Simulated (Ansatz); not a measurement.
## A series in volume per atom on P

Equation of state of a cubic crystal from periodic Kohn-Sham density functional theory without spin; pressure corrected for the finite basis. The results are calculated, by Ansatz 0.2.0 development build.

Cell of the first row (space group Pm-3m, No. 221):
```
P
1.0
      2.3945     0.0000     0.0000
      0.0000     2.3945     0.0000
      0.0000     0.0000     2.3945
P
1
Direct
  0.00000 0.00000 0.00000
```

Settings of every row: formula P; structure type simple cubic; functional PBE; spin treatment none; k mesh 44x44x44; occupation method fermi-dirac; occupation width 0.061225619 eV; wave cutoff 420 eV; datasets soft-1 PAW; density cutoff ratio 4.

Limits: a cubic model structure, not a phase known at ambient conditions.

```csv
row,volume per atom (Å³),pressure (GPa),energy above lowest point (meV/atom)
1,13.729,8.341,22.65
2,14.021,5.387,10.2
3,14.313,2.762,2.81
4,14.605,0.364,0
5,14.898,?,?
6,15.19,-3.554,6.15
7,15.482,-5.249,14.2
```

Question: what pressure and energy above lowest point should row 5 give?

Worked fit of pressure. Take u = (V_r/V)^(2/3) − 1 with V_r = 14.459 Å³ an atom, which is twice the finite (Eulerian) strain; such expansions in the strain, on which the Birch-Murnaghan equation of state is built, carry the rest volume and the bulk modulus. The shown rows have u = 0.03514, 0.02072, 0.00679, -0.00668, -0.03235, -0.04455. Least squares give pressure = 1.5361 + 175.213 × u + 522.72 × u² GPa; a straight line predicts inner rows, each left out in turn, worse (root mean square 0.33 against 0.034 GPa). The rows lie off it by 0.002, -0.004, 0.012, -0.025, 0.031, -0.017 (root mean square 0.018 GPa). The pressure vanishes at u = -0.0090, or V = 14.66 Å³ an atom, and there the bulk modulus at fixed shape and fractions is B = −V dP/dV = (2/3)(1 + u) dP/du = 110 GPa. The withheld row has u = -0.01974, so the fit gives 1.5361 + 175.213 × (-0.01974) + 522.72 × (-0.01974)² = -1.719 GPa.

The calculation gave -1.736 GPa. The fit lies 0.017 GPa (0.13 % of the column's range) above it; its largest miss of a shown row is 0.031 GPa.

Worked fit of energy above lowest point. Take u = (V_r/V)^(2/3) − 1 with V_r = 14.459 Å³ an atom, which is twice the finite (Eulerian) strain; such expansions in the strain, on which the Birch-Murnaghan equation of state is built, carry the rest volume and the bulk modulus. The shown rows have u = 0.03514, 0.02072, 0.00679, -0.00668, -0.03235, -0.04455. Least squares give energy above lowest point = 0.879 + 206.98 × u + 11577.1 × u² + 4830 × u³ meV/atom; a parabola predicts inner rows, each left out in turn, worse (root mean square 0.093 against 0.033 meV/atom). The rows lie off it by -0.01, 0.02, -0.01, -0.01, 0.01, -0.01. Its lowest point lies at u = -0.0090, or V = 14.66 Å³ an atom, and the curvature there gives the bulk modulus at fixed shape and fractions, B = (4/9)(1 + u)² E″(u)/V = 109 GPa. The withheld row has u = -0.01974, so the fit gives 0.879 + 206.98 × (-0.01974) + 11577.1 × (-0.01974)² + 4830 × (-0.01974)³ = 1.27 meV/atom.

The calculation gave 1.31 meV/atom. The fit lies 0.04 meV/atom (3.1 % of the value, 0.18 % of the column's range) below it; its largest miss of a shown row is 0.02 meV/atom.
